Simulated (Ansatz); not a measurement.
# Cd: response to strain

Cd is deformed so: zz strain of +2 %. What stress and forces result, by LAPW, PAW and all-electron datasets made for the crystal?

Computed with Ansatz 0.2.0 (DFT PBE, scalar-relativistic, unless a step's input says otherwise).

**1. Starting point**

It takes space group P6_3/mmc (No. 194, hexagonal). The conventional cell has a = 2.979 Å, b = 2.979 Å, c = 5.618 Å, α = 90.00°, β = 90.00°, γ = 120.00°. Around Cd (site symmetry -6m2) lie 12 Cd at 2.98 to 3.29 Å.

Structure file:

```cif
data_structure
_symmetry_space_group_name_H-M 'P6_3/mmc'
_symmetry_Int_Tables_number 194
_cell_length_a 2.9789
_cell_length_b 2.9789
_cell_length_c 5.6176
_cell_angle_alpha 90.000
_cell_angle_beta 90.000
_cell_angle_gamma 120.000
_cell_volume 43.17
loop_
_atom_site_label
_atom_site_type_symbol
_atom_site_symmetry_multiplicity
_atom_site_Wyckoff_symbol
_atom_site_fract_x
_atom_site_fract_y
_atom_site_fract_z
_atom_site_occupancy
Cd1 Cd 2 c 0.33333 0.66667 0.25000 1
```

The file gives the conventional cell by its symmetry; the runs use the cell typed in the input.

Atoms are numbered in the order of the input: Cd1, Cd2.

**2. After the deformation**

Space group P6_3/mmc before, P6_3/mmc after.

**3. All-electron LAPW**

input.yaml reads:

```yaml
crystal:
  lattice:
    - [2.9788725081, 0.0, 0.0]
    - [-1.489436254, 2.5797792666, 0.0]
    - [0.0, 0.0, 5.730003]
  atoms:
    - { symbol: Cd, position: [0.3333333333, 0.6666666667, 0.25] }
    - { symbol: Cd, position: [0.6666666667, 0.3333333333, 0.75] }
kpoints:
  mp_grid: { grid: [14, 14, 7] }
  band_path:
    path:
      - [0.0, 0.0, 0.0]
      - [0.5, 0.0, 0.0]
      - [0.3333333333, 0.3333333333, 0.0]
      - [0.0, 0.0, 0.0]
      - [0.0, 0.0, 0.5]
      - [0.5, 0.0, 0.5]
      - [0.3333333333, 0.3333333333, 0.5]
      - [0.0, 0.0, 0.5]
      - [0.5, 0.0, 0.5]
    npoints: 5
scf:
  occupations: { method: fermi_dirac, width: 0.05 }
hamiltonian:
  xc: pbe
  pseudopotentials: { kind: all_electron, lapw: { basis_error: 0.00025 } }
output:
  forces: true
  stress: true
  eigenvalues: true
```

Started as:

```bash
ansatz run input.yaml --threads 1 --pin off --max-ram 3072MiB --backend cpu --events-out ev --progress --plain --runs-dir out
```

**4. PAW with frozen cores**

input.yaml reads:

```yaml
crystal:
  lattice:
    - [2.9788725081, 0.0, 0.0]
    - [-1.489436254, 2.5797792666, 0.0]
    - [0.0, 0.0, 5.730003]
  atoms:
    - { symbol: Cd, position: [0.3333333333, 0.6666666667, 0.25] }
    - { symbol: Cd, position: [0.6666666667, 0.3333333333, 0.75] }
kpoints:
  mp_grid: { grid: [14, 14, 7] }
scf:
  occupations: { method: fermi_dirac, width: 0.05 }
hamiltonian:
  xc: pbe
  pseudopotentials: { kind: paw }
output:
  forces: true
  stress: true
  eigenvalues: true
  efg: { contact_densities: true }
```

**5. Datasets made for this crystal**

input.yaml, as its differences from that of step 4:

```diff
@@ -14,3 +14,3 @@
   xc: pbe
-  pseudopotentials: { kind: paw }
+  pseudopotentials: { kind: all_electron, datasets: crystal }
 output:
```

(Steps that only read results are left out.)

Q: Predict the outcome of this session. Wanted: pressure; largest shear or deviatoric stress.

As calculated:

```
                                 quantity                                           value
                                 pressure  LAPW 2.17, PAW 2.17, crystal datasets 2.17 GPa
largest shear or deviatoric stress (LAPW)                                        1.12 GPa
```

The largest part of the stress beyond the pressure is 1.12 GPa in size, in the zz component; the atoms are carried along and not relaxed. No run of the undeformed cell stands beside it, so the pressure holds what the given cell had before the change. PAW: stress within 0.01 GPa of LAPW. Crystal datasets: stress within 0.01 GPa of LAPW.
